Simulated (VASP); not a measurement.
# Cd3F (P4/mmm) in VASP: notebook, part 2 of 2

VASP 6.6.1.

## 4. Atomic charges, HSE06 (atoms moved at random, drawn with an rms of 0.05 Å)

The input, POSCAR:

```
Cd3F
1.0
    3.4428443700      0.0000000000      0.0000000000
    0.0000000000      3.4428443700      0.0000000000
    0.0000000000      0.0000000000      8.9760332300
Cd F
3 1
Direct
    0.4951660000      0.4920610000      0.7632320000
   -0.0039250000     -0.0022860000      0.5043810000
    0.4798220000      0.4982140000      0.2405010000
    0.0072090000     -0.0142430000     -0.0020530000
```

The input, INCAR.step1:

```
PREC = Accurate ; ENCUT = 520
EDIFF = 1E-5 ; ISMEAR = 0
SIGMA = 0.05 ; LREAL = False
LASPH = True ; NELM = 80
ALGO = Normal ; ISIF = 2
LWAVE = True ; LCHARG = False
GGA = PE
```

The input, INCAR.step2:

```
PREC = Accurate ; ENCUT = 520
EDIFF = 1E-6 ; ISMEAR = 0
SIGMA = 0.05 ; LREAL = False
LASPH = True ; NELM = 80
ALGO = Normal ; ISIF = 2
LWAVE = False ; LCHARG = False
GGA = PE ; LHFCALC = True
HFSCREEN = 0.2 ; PRECFOCK = Fast
LORBIT = 11 ; ISTART = 1
```

The input, KPOINTS:

```
regular mesh
0
Gamma
  5 5 2
```

Potentials or basis: VASP PAW PBE potentials, release 64 (Cd, F).

Command:

```sh
$ cat potpaw_PBE.64/Cd/POTCAR potpaw_PBE.64/F/POTCAR > POTCAR
$ cp INCAR.step1 INCAR
$ mpirun -np 1 vasp_std > vasp.out
$ cp INCAR.step2 INCAR
$ mpirun -np 1 vasp_std > vasp.out
```

OUTCAR:

```text
PREC = Accurate
   ENCUT = 520
   EDIFF = 1E-6
   ISMEAR = 0
   LREAL = False
   LASPH = True
   NELM = 80
   ISIF = 2
   GGA = PE
   LHFCALC = True
   HFSCREEN = 0.2
   PRECFOCK = Fast
   LORBIT = 11
   ISTART = 1

 ion  position               nearest neighbor table
   1  0.495  0.492  0.763-   2 3.35   2 3.36   2 3.37   2 3.38
   2  0.996  0.998  0.504-   1 3.35   1 3.36   3 3.37   3 3.37   1 3.37   1 3.38   3 3.42   3 3.43

   3  0.480  0.498  0.241-   2 3.37   2 3.37   2 3.42   2 3.43
   4  0.007  0.986  0.998-

  LATTYP: Found a simple tetragonal cell.
 ALAT       =     3.4428443700
 C/A-ratio  =     2.6071562538

  Lattice vectors:

 A1 = (   3.4428443700,   0.0000000000,   0.0000000000)
 A2 = (   0.0000000000,   3.4428443700,   0.0000000000)
 A3 = (   0.0000000000,   0.0000000000,   8.9760332300)

Analysis of symmetry for initial positions (statically):
=====================================================================
 Subroutine PRICEL returns:
 Original cell was already a primitive cell.

 Routine SETGRP: Setting up the symmetry group for a
 simple tetragonal supercell.

 Subroutine GETGRP returns: Found  1 space group operations
 (whereof  1 operations were pure point group operations)
 out of a pool of 16 trial point group operations.

The static configuration has the point symmetry C_1 .

Analysis of symmetry for dynamics (positions and initial velocities):
=====================================================================
 Subroutine PRICEL returns:
 Original cell was already a primitive cell.

 Routine SETGRP: Setting up the symmetry group for a
 simple tetragonal supercell.

 Subroutine GETGRP returns: Found  1 space group operations
 (whereof  1 operations were pure point group operations)
 out of a pool of 16 trial point group operations.

The dynamic configuration has the point symmetry C_1 .

 Subroutine INISYM returns: Found  1 space group operations
 (whereof  1 operations are pure point group operations),
 and found     1 'primitive' translations

----------------------------------------------------------------------------------------

                                     Primitive cell

  volume of cell :     106.3945

  direct lattice vectors                    reciprocal lattice vectors
     3.442844370  0.000000000  0.000000000     0.290457509  0.000000000  0.000000000
     0.000000000  3.442844370  0.000000000     0.000000000  0.290457509  0.000000000
     0.000000000  0.000000000  8.976033230     0.000000000  0.000000000  0.111407787

  length of vectors
     3.442844370  3.442844370  8.976033230     0.290457509  0.290457509  0.111407787

  position of ions in fractional coordinates (direct lattice)
     0.495166000  0.492061000  0.763232000
     0.996075000  0.997714000  0.504381000
     0.479822000  0.498214000  0.240501000
     0.007209000  0.985757000  0.997947000

  ion indices of the primitive-cell ions
   primitive index   ion index
                 1           1
                 2           2
[... 58 lines left out ...]
   total plane-waves  NPLWV =  54880
   dimension x,y,z NGX =    28 NGY =   28 NGZ =   70
   dimension x,y,z NGXF=    56 NGYF=   56 NGZF=  140
   ions per type =               3   1
   NGX,Y,Z   is equivalent  to a cutoff of  13.52, 13.52, 12.96 a.u.
   NGXF,Y,Z  is equivalent  to a cutoff of  27.04, 27.04, 25.93 a.u.
 SYSTEM =  unknown system
   PREC   = accura    normal or accurate (medium, high low for compatibility)
   ISTART =      1    job   : 0-new  1-cont  2-samecut
   ICHARG =      0    charge: 1-file 2-atom 10-const
   ISPIN  =      1    spin polarized calculation?
   LNONCOLLINEAR =      F non collinear calculations
   LSORBIT =      F    spin-orbit coupling
   LASPH  =      T    aspherical Exc in radial PAW
   ENCUT  =  520.0 eV  38.22 Ry    6.18 a.u.   6.40  6.40 16.69*2*pi/ulx,y,z
   NELM   =     80;   NELMIN=  2; NELMDL=  0     # of ELM steps
   EDIFF  = 0.1E-05   stopping-criterion for ELM
   LREAL  =      F    real-space projection
   EDIFFG = 0.1E-04   stopping-criterion for IOM
   NSW    =      0    number of steps for IOM
   IBRION =     -1    ionic relax: 0-MD 1-quasi-New 2-CG
   NFREE  =      0    steps in history (QN), initial steepest desc. (CG)
   ISIF   =      2    stress and relaxation
   ISYM   =      3    0-nonsym 1-usesym 2-fastsym
   POTIM  = 0.5000    time-step for ionic-motion
   TEBEG  =    0.0;   TEEND  =   0.0 temperature during run
   PSTRESS=    0.0 pullay stress
   NELECT =      43.0000    total number of electrons
   NUPDOWN=      -1.0000    fix difference up-down
   EMIN   =  10.00;   EMAX   =-10.00  energy-range for DOS
   EFERMI =   0.00;   METHOD = LEGACY
   ISMEAR =     0;   SIGMA  =   0.05  broadening in eV -4-tet -1-fermi 0-gaus
   EFERMI_NEDOS =   21; number of points for ismear=-14 and -15
   IALGO  =     38    algorithm
   IMIX   =      1    mixing-type and parameters
     AMIX     =   0.40;   BMIX     =  1.00
     AMIX_MAG =   1.60;   BMIX_MAG =  1.00
  volume/ion in A,a.u.               =      26.60       179.50
  Fermi-wavevector in a.u.,A,eV,Ry     =   1.210388  2.287301 19.933064  1.465039
  Thomas-Fermi vector in A             =   2.345936
   LORBIT       =     11    0 simple, 1 ext, 2 COOP (PROOUT), +10 PAW based schemes
   GGA     = PE    functional components
   LHFCALC =     T    Hartree Fock is set to
   PRECFOCK=fast      Normal, Fast or Accurate (Low or Medium for compatibility)
   ENCUT4O =  -1.0   cutoff for four orbital integrals eV
   NKREDX  =     1    reduce k-point grid by
   NKREDY  =     1    reduce k-point grid by
   NKREDZ  =     1    reduce k-point grid by
   AEXX    =    0.2500 exact exchange contribution
   HFSCREEN=    0.2000 screening length (either q_TF or 0.3 A-1)
   HFSCREENC=   0.2000 screening length for correlation (either q_TF or 0.3 A-1)
   ENCUTFOCK=  -1.0 apply spherical cutoff to Coloumb kernel
   IVDW    =     0    specifies the selected vdW correction
   LEPSILON=     F    determine dielectric tensor
   LRPA    =     F    only Hartree local field effects (RPA)
 non-spin polarized calculation
 Gauss-broadening in eV      SIGMA  =   0.05
  energy-cutoff  :      520.00
  volume of cell :      106.39
 maximum number of plane-waves:      2881
 NGX is ok and might be reduce to    28
  NGX = 14; NGY = 14; NGZ = 36

 number of electron      43.0000004 magnetization

 Free energy of the ion-electron system (eV)
  ---------------------------------------------------
  ext. energy  EPLUGINS =         0.00000000
  ---------------------------------------------------
  free energy    TOTEN  =        -7.34868342 eV

  energy without entropy =       -7.34867603  energy(sigma->0) =       -7.34867972

 E-fermi :   0.0742     XC(G=0):  -7.4867

 val. band max:       -0.0520436884   @ k =  -0.2000   0.2000   0.0000
 cond. band min:       0.1895176052   @ k =   0.0000   0.0000   0.5000
 fundamental gap:      0.2415612936
 Fermi energy:         0.0742352402

 k-point     1 :       0.0000    0.0000    0.0000
  band No.  band energies     occupation
      1     -23.3010      2.00000
      2     -10.5814      2.00000
      3     -10.4588      2.00000
      4     -10.4582      2.00000
      5     -10.2927      2.00000
      6     -10.2275      2.00000
[... 661 lines left out ...]
     24       2.2664      0.00000
     25       4.9641      0.00000

 [... further k-points ...]

------------------------ aborting loop because EDIFF is reached ----------------------------------------

  FORCE on cell =-STRESS in cart. coord.  units (eV):
  Direction    XX          YY          ZZ          XY          YZ          ZX
  --------------------------------------------------------------------------------------
  -------------------------------------------------------------------------------------
  Total       -3.8016817     -3.8121716     -6.8688841      0.0035445      0.0395834     -0.0943615
  in kB      -57.2488939    -57.4068596   -103.4373862      0.0533760      0.5960805     -1.4209739
  external PRESSURE =     -72.6977132 kB  Pullay stress =       0.0000000 kB

 VOLUME and BASIS-vectors are now :
 -----------------------------------------------------------------------------
  energy-cutoff  :      520.00
  volume of cell :      106.39
      direct lattice vectors                 reciprocal lattice vectors
     3.442844370  0.000000000  0.000000000     0.290457509  0.000000000  0.000000000
     0.000000000  3.442844370  0.000000000     0.000000000  0.290457509  0.000000000
     0.000000000  0.000000000  8.976033230     0.000000000  0.000000000  0.111407787

 POSITION                                       TOTAL-FORCE (eV/Angst)
 -----------------------------------------------------------------------------------
      1.70478      1.69409      6.85080        -0.026762      0.015622      0.509280
      3.42933      3.43497      4.52734        -0.006648     -0.000053     -0.008491
      1.65195      1.71527      2.15874        -0.040535      0.019810     -0.436138
      0.02482      3.39381      8.95761         0.073945     -0.035378     -0.064652
 -----------------------------------------------------------------------------------
    total drift:                               -0.001063      0.003780      0.002016

  FREE ENERGIE OF THE ION-ELECTRON SYSTEM (eV)
  ---------------------------------------------------
  free  energy   TOTEN  =        -7.3486834156 eV

  energy  without entropy=       -7.3486760334  energy(sigma->0) =       -7.34867972

 total charge

# of ion       s       p       d       tot
------------------------------------------
    1        0.499   0.102   9.574  10.175
    2        0.556   0.168   9.544  10.268
    3        0.506   0.100   9.573  10.178
    4        1.748   4.284   0.000   6.032
--------------------------------------------------
tot          3.308   4.654  28.690  36.653
```

Run time: 21 min. Hardware: 1 thread of Intel Xeon 6975P-C (Granite Rapids), shared host; peak memory 0.38 GiB.

Results:

| Item | Value |
| --- | --- |
| Free energy | -7.3487 eV |
| Pressure | -7.3 GPa |
| Largest force | 0.510 eV/Å |
| Band gap on the k mesh | none (metal or under the smearing width) |
| Valence electrons inside the program's atomic spheres | Cd 10.18, 10.27; F 6.03 |

Forces on the atoms (eV/Å):
```
Cd  -0.027  0.016  0.509
Cd  -0.007  0.000 -0.008
Cd  -0.041  0.020 -0.436
F    0.074 -0.035 -0.065
```

Levels at points of the mesh, in eV from the Fermi level:
| k point | band 18 | band 19 | band 20 | band 21 | band 22 | band 23 | band 24 | band 25 |
| --- | --- | --- | --- | --- | --- | --- | --- | --- |
| (0.00, 0.00, 0.00) | -5.53 | -3.03 | -3.03 | -2.98 | -1.51 | 3.61 | 5.84 | 7.13 |
| (0.00, 0.00, 0.50) | -5.14 | -3.98 | -3.03 | -3.03 | 0.12 | 1.60 | 7.11 | 7.11 |

Caveat: the k mesh is coarse (spacing up to 0.36 Å⁻¹), so the values aren't converged, least of all with exact exchange; the PAW data sets were made with another functional, which shifts forces and pressure a little; an odd number of electrons without spin polarisation forces a metal; a magnetic or distorted state may lie lower.

## 5. Overview

| task | level | cell | k mesh | cutoff (eV) | grid for exact exchange (PRECFOCK) | screening parameter | mesh quality | gap on the mesh (eV) | pressure (GPa) |
| --- | --- | --- | --- | --- | --- | --- | --- | --- | --- |
| relaxation of cell and atoms | PBE | relaxed | 8 × 8 × 3 | 600 | - | - | not flagged | none | 0.0 |
| relaxation of the atoms | PBEsol | atoms relaxed | 8 × 8 × 3 | 520 | - | - | not flagged | none | -6.7 |
| atomic charges | HSE06 | atoms moved at random, drawn with an rms of 0.05 Å | 5 × 5 × 2 | 520 | Fast | 0.2 1/A | coarse | none | -7.3 |

Alike in all rows: potentials or basis VASP PAW PBE potentials, release 64 (Cd, F); no spin polarisation; smearing gaussian 0.05 eV.

Caveats: some runs use coarse meshes; an odd number of electrons without spin polarisation forces a metal; a magnetic or distorted state may lie lower; the PAW data sets were made with another functional, which shifts forces and pressure a little (some runs).

Absolute energies hang on the potentials; compare differences alone.
